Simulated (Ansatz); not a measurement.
Ansatz 0.2.0, relaxation: TiPbO3

Input:

```yaml
crystal:
  lattice:
    - [3.94880878, 0.0, 0.0]
    - [0.0, 3.94880878, 0.0]
    - [0.0, 0.0, 4.2026278]
  atoms:
    - { symbol: Ti, position: [0.0, 0.0, 0.0337] }
    - { symbol: Pb, position: [0.5, 0.5, 0.5] }
    - { symbol: O, position: [0.0, 0.0, 0.6088] }
    - { symbol: O, position: [0.5, 0.0, 0.1123] }
    - { symbol: O, position: [0.0, 0.5, 0.1123] }
  symmetry: { tolerance: 0.0003 }
kpoints:
  mp_grid: { grid: [8, 8, 6], shift: [0, 0, 0] }
magnetization:
  spin_polarized: false
scf:
  occupations: { method: cold, width: 0.0318 }
  lower_state_search: "off"
hamiltonian:
  pseudopotentials: { kind: paw }
  xc: pbesol
basis:
  ecutwfc: 420
  fft_grid_basis: typed
relax:
  max_steps: 40
  cell: { p_target: 0.0 }
output:
  forces: true
  stress: true
  eigenvalues: true
  bader: true
  populations: true
  elf: true
  write_potential: true
  volumetric_format: npy
  dos:
    e_range: [-12, 8]
    de: 0.05
    projected: { site_lists: { O: [O], Pb: [Pb], Ti: [Ti] } }
  write_density: true
checkpoint:
  read: saved_state
```

Launch command:

```bash
ansatz run input.yaml --threads 2 --pin off --max-ram 3584MiB --backend cpu --events-out ev --progress --plain --runs-dir out
```

Origin of the cell: a database entry, scaled a little.

The saved state is a converged single point of the same cell.

Excerpt of the output:

```
Pseudopotentials: kind: paw
Pseudopotential: Ti, paw, valence charge 12, recommended cutoff 420 eV (normal), Ti.paw.azcp
Pseudopotential: Pb, paw, valence charge 14, recommended cutoff 420 eV (normal), Pb.paw.azcp
Pseudopotential: O, paw, valence charge 6, recommended cutoff 420 eV (normal), O.paw.azcp
Functional definition: PBEsol
  exchange = pbesol_x
  correlation = pbesol_c
Crystal: 5 atoms, lattice volume = 65.532 Å³
Basis set: ecut = 420 eV, 1295 PW (Γ), exchange–correlation on 54×54×60 points (8 copies of the dense FFT grid, shifted against one another)
Bands: 27, of which v1, the nominal top of the filled ones, is band 22 counted from 1 (21 counted from 0)
Symmetry: 8 space group operations
Space group: P4mm (ITA 99), of the structure as read, at distance tolerance 1.2e-3 Å
k-points: 60 of 384 (time reversal used)
[… 10 lines left out …]
Initial density: read from a saved state, or passed on in memory by an earlier SCF of this step, an earlier step, the calling program or the single point that the run made first
Functional: x = pbesol(κ = 0.804, μ = 0.123457), c = pbesol(β = 0.046)
SCF iter   1: F=—  HF=-15915.518930 eV  Δρ=6.42e-4  dr2=1.38e-4
SCF iter   2: F=—  HF=-15915.519157 eV  S|Δr|=    0.00e0  Δρ=3.20e-4  dr2=3.26e-5
SCF iter   3: F=—  HF=-15915.519224 eV  S|Δr|=    0.00e0  Δρ=5.70e-5  dr2=2.48e-6
SCF iter   4: F=-15915.519225 eV  HF=-15915.519225 eV  S|Δr|=    0.00e0  Δρ=1.56e-5  dr2=8.01e-8
relax step   1: F+E_penalty+E_count = -15915.519225 eV  Δ(F+E_penalty+E_count) = +0.000e0 eV  max|allowed force component| = 3.932e-1 eV/Å  Δτ_max = 0.0000 Å  P = -7.206 GPa  Ω = 65.532 Å³  ( […]
relax step   2: F+E_penalty+E_count = -15915.592406 eV  Δ(F+E_penalty+E_count) = -7.318e-2 eV  max|allowed force component| = 2.548e-1 eV/Å  Δτ_max = 0.0437 Å  P = +1.129 GPa  Ω = 62.429 Å³ […]
relax step   3: F+E_penalty+E_count = -15915.598056 eV  Δ(F+E_penalty+E_count) = -5.649e-3 eV  max|allowed force component| = 5.576e-2 eV/Å  Δτ_max = 0.0290 Å  P = -0.237 GPa  Ω = 62.796 Å³ […]
relax step   4: F+E_penalty+E_count = -15915.598603 eV  Δ(F+E_penalty+E_count) = -5.478e-4 eV  max|allowed force component| = 4.507e-2 eV/Å  Δτ_max = 0.0087 Å  P = -0.198 GPa  Ω = 62.910 Å³ […]
relax step   5: F+E_penalty+E_count = -15915.599169 eV  Δ(F+E_penalty+E_count) = -5.652e-4 eV  max|allowed force component| = 5.153e-2 eV/Å  Δτ_max = 0.0023 Å  P = +0.036 GPa  Ω = 62.875 Å³ […]
relax step   6: F+E_penalty+E_count = -15915.599224 eV  Δ(F+E_penalty+E_count) = -5.560e-5 eV  max|allowed force component| = 2.811e-2 eV/Å  Δτ_max = 0.0047 Å  P = +0.049 GPa  Ω = 62.983 Å³ […]
relax step   7: F+E_penalty+E_count = -15915.598637 eV  Δ(F+E_penalty+E_count) = +5.871e-4 eV  max|allowed force component| = 2.461e-2 eV/Å  Δτ_max = 0.0184 Å  P = +0.060 GPa  Ω = 63.377 Å³ […]
relax step   8: F+E_penalty+E_count = -15915.598433 eV  Δ(F+E_penalty+E_count) = +2.044e-4 eV  max|allowed force component| = 2.037e-2 eV/Å  Δτ_max = 0.0009 Å  P = -0.073 GPa  Ω = 63.435 Å³ […]
relax step   9: F+E_penalty+E_count = -15915.598502 eV  Δ(F+E_penalty+E_count) = -6.901e-5 eV  max|allowed force component| = 8.472e-5 eV/Å  Δτ_max = 0.0005 Å  P = -0.000 GPa  Ω = 63.420 Å³ […]
relax step  10: F+E_penalty+E_count = -15915.592740 eV  Δ(F+E_penalty+E_count) = +5.761e-3 eV  max|allowed force component| = 3.814e-4 eV/Å  Δτ_max = 0.0000 Å  P = -0.168 GPa  Ω = 63.420 Å³  stress off target by 2.37e-1 GPa […]
relax step  11: F+E_penalty+E_count = -15915.592910 eV  Δ(F+E_penalty+E_count) = -1.693e-4 eV  max|allowed force component| = 8.003e-3 eV/Å  Δτ_max = 0.0027 Å  P = -0.008 GPa  Ω = 63.398 Å³ […]
relax step  12: F+E_penalty+E_count = -15915.592696 eV  Δ(F+E_penalty+E_count) = +2.135e-4 eV  max|allowed force component| = 1.956e-2 eV/Å  Δτ_max = 0.0052 Å  P = +0.103 GPa  Ω = 63.447 Å³ […]
relax step  13: F+E_penalty+E_count = -15915.592784 eV  Δ(F+E_penalty+E_count) = +1.254e-4 eV  max|allowed force component| = 1.132e-3 eV/Å  Δτ_max = 0.0020 Å  P = -0.001 GPa  Ω = 63.435 Å³ […]
relax step  14: F+E_penalty+E_count = -15915.592849 eV  Δ(F+E_penalty+E_count) = -6.463e-5 eV  max|allowed force component| = 1.169e-3 eV/Å  Δτ_max = 0.0000 Å  P = +0.001 GPa  Ω = 63.435 Å³  stress off target by 2.84e-2 GPa […]
SCF 14 converged in 5 iterations: F = -15915.592849 eV  dr2 = 1.33e-11
basis re-selected at this cell: Δ(F+E_penalty+E_count) = -6.463e-5 eV, ΔP = +0.002 GPa vs the last step (what re-selecting the basis moved, of the pressure what is left beyond the Pulay corre […]
SCF converged after 5 iterations
Stability not checked: this state was not tested for a lower state beside it, because cold or Methfessel-Paxton smearing, or corrected tetrahedra, fill the levels in a way that the test cannot read (fill_not_monotonic; […]
Free energy (F): -15915.592849 eV
Harris-Foulkes:  -15915.592849 eV  (|F-HF|=7.28e-12)
Internal energy: -15915.592849 eV  (E = F + TS)
E sigma→0 (E₀):  -15915.592849 eV
Fermi energy:    11.140210 eV
--- Per-component energies (eV) ---
  E_band       = -182.109096
  E_kinetic    = 1084.248490
  E_local      = -2715.056116  (includes V_loc(G=0)·N_el)
  E_nonlocal   = 501.774618
  E_hartree    = 1044.160998
  E_xc         = -536.883361
  E_vxc        = -537.919964  (∫ρ·V_xc dr)
  E_paw        = -11729.418620  (= ΣΔE_a)
  E_vpaw       = -603.485636  (= ΣTr[D̂ρ^β])
  E_aug_tail   = 0.007503  (compensation charges beyond the density's cutoff)
  E_ewald      = -3564.733726
  E_core_change = 0.307365  (= ΣΔE_core)
  E_smearing   = 0.000000  (= −TS)
  Σ components = -15915.592849   (vs F -15915.592849, Δ=0.00e0)
--- Forces (eV/Å), atoms counted from 1 ---
  atom   1  Ti    -0.000000     0.000000     0.001169
  atom   2  Pb    -0.000000     0.000000    -0.000859
  atom   3  O     -0.000000     0.000000    -0.000800
  atom   4  O      0.000000    -0.000000     0.000245
  atom   5  O     -0.000000    -0.000000     0.000245
  max |Σ_I F_I| component: 6.64e-7 eV/Å
--- Stress (GPa, compression-positive) ---
       -0.012874       0.000000      -0.000000
        0.000000      -0.012874      -0.000000
       -0.000000      -0.000000       0.028392
  P = ⅓ Tr σ = 0.0009 GPa (0.009 kbar)
--- Relaxed structure (12 steps of the walk, 11 accepted, 2 SCFs on fresh bases) ---
  F+E_penalty+E_count = -15915.592849 eV   max|allowed force component| = 1.169e-3 eV/Å   (the final SCF, on the basis selected at the relaxed cell)
  cell:  # Å, volume = 63.4349 Å³
    - [3.861740, 0.0, 0.0]
    - [0.0, 3.861740, 0.0]
    - [0.0, 0.0, 4.253654]
  atoms:
    - { symbol: Ti, position: [0.0, 0.0, 0.029064] }
    - { symbol: Pb, position: [0.500000, 0.500000, 0.489110] }
    - { symbol: O, position: [0.0, 0.0, 0.614822] }
    - { symbol: O, position: [0.500000, 0.0, 0.117052] }
    - { symbol: O, position: [0.0, 0.500000, 0.117052] }
--- Löwdin populations: 5 sites ---
  site symbol       q [e]
     0     Ti     10.7344
     1     Pb     13.0735
     2      O      6.6268
     3      O      6.6984
     4      O      6.6984
  spilling = 0.003830 (of n_electrons = 44.000000)
--- Bader charges: 5 sites ---
  site symbol  charge [e]  shift [e]
     0     Ti      2.1874     0.0061
     1     Pb      1.3650     0.0002
     2      O     -1.1383     0.0036
     3      O     -1.2071     0.0012
     4      O     -1.2071     0.0012
  estimated error of the sums over rays = 4.9e-4 e
```

The starting structure.

Space group P4mm (No. 99); the run's cell has a = 3.949 Å, b = 3.949 Å, c = 4.203 Å, α = 90.00°, β = 90.00°, γ = 90.00°. Shortest distances: O–Ti 1.79 Å, O–Pb 2.56 Å, O–O 2.79 Å, Pb–Ti 3.41 Å.

The relaxed structure.

Space group P4mm (No. 99); the run's cell has a = 3.862 Å, b = 3.862 Å, c = 4.254 Å, α = 90.00°, β = 90.00°, γ = 90.00°. Shortest distances: O–Ti 1.76 Å, O–Pb 2.50 Å, O–O 2.73 Å, Pb–Ti 3.36 Å.

```
Free energy lowered by                                                                 : 14.7 meV/atom
Volume change                                                                          : -3.20 %
Final pressure                                                                         : 0.00 GPa
Relaxation steps listed                                                                : 14
Formation energy (elements under the same functional, gases as molecules, uncorrected) : -2.381 eV/atom
Gap on the mesh                                                                        : 1.70 eV
```

Caveats: no spin-orbit coupling, though heavy elements are present; the relaxation held the start's symmetry, so the end may be a saddle point.

It ran for 84 s on 2 threads of Intel(R) Xeon(R) 6975P-C (Granite Rapids) (shared host), peak memory 0.52 GiB, from a saved density.
